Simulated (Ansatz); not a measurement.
# SrTiO$_{3}$: an elastic constant from a strain scan

Computed with DFT PBE, scalar-relativistic, plane waves, PAW in Ansatz. Cutoff 420 eV, Γ-centred 8×8×8 k-points, Gaussian smearing of 0.05 eV. No spin polarisation. Energies are free energies at this smearing, counted from the undisturbed cell; pressure is positive in compression.

The undisturbed cell (relaxed at this level; it needn't be the usual structure):

```
Sr Ti O
1.0
    -2.77771    2.77771    3.94644
     2.77771   -2.77771    3.94644
     2.77771    2.77771   -3.94644
Sr Ti O
2 2 6
Cartesian
  0.0000 2.7777 1.9732
  2.7777 0.0000 1.9732
  0.0000 0.0000 0.0000
  0.0000 0.0000 3.9464
  0.0000 0.0000 1.9732
  0.0000 0.0000 5.9197
  1.2677 4.0454 0.0000
  1.5100 1.2677 0.0000
  1.5100 -1.2677 3.9464
  1.2677 1.5100 3.9464
```

The cell is strained by ε times the Voigt pattern (0, 1, 0, 0, 0, 0) (xx, yy, zz, yz, xz, xy; engineering shear) with fractional coordinates fixed. The cell holds 10 atoms in V0 = 121.80 Å³. The stress column is τ = (1/V0) dE/dε, got from the stress tensor σ (compression positive) at each point as −det(1 + εP) σ : P(1 + εP)⁻¹, with P the pattern as a tensor.

| ε | ΔE (meV/atom) | τ (GPa) |
| --- | --- | --- |
| -0.0200 | 4.955 | -6.658 |
| -0.0150 | 2.756 | -4.912 |
| -0.0100 | 1.203 | -3.220 |
| -0.0050 | 0.292 | -1.580 |
| 0.0000 | 0.000 | 0.009 |
| 0.0050 | 0.293 | 1.550 |
| 0.0100 | 1.170 | 3.044 |
| 0.0150 | 2.606 | 4.492 |
| 0.0175 | 3.524 | 5.199 |
| 0.0200 | ? | ? |

**Question.** Which combination of elastic constants does this scan measure, and how large is it?

**Answer.** For small ε, τ = τ0 + Kε with K = pᵀCp, which for this pattern is C22 in the Cartesian frame shown. The parabola through τ at ε = -0.0050, 0 and 0.0050 has slope K = 313 GPa at zero. The energies per cell, E = NΔE, of the same two points give K = 2[E(ε₊)/ε₊ − E(ε₋)/ε₋]/[(ε₊ − ε₋)V0] = 308 GPa, in agreement. These are clamped-ion values.

**Question.** Predict the withheld row at ε = 0.0200 from the harmonic law, and compare.

**Answer.** ΔE = V0(τ0 ε + Kε²/2)/N = 4.773 meV/atom and τ = 6.27 GPa. The calculation gives 4.587 meV/atom and 5.90 GPa, a miss of 3.9 % of the harmonic energy, so the harmonic law still holds here.

Forces appear on the atoms along this scan, and letting them relax would lower the energy and soften the response.

Cost: 10 runs of about 12 core-minutes in all, on Intel Xeon Processor @ 2.50GHz (Skylake/Cascade Lake) (shared hosts).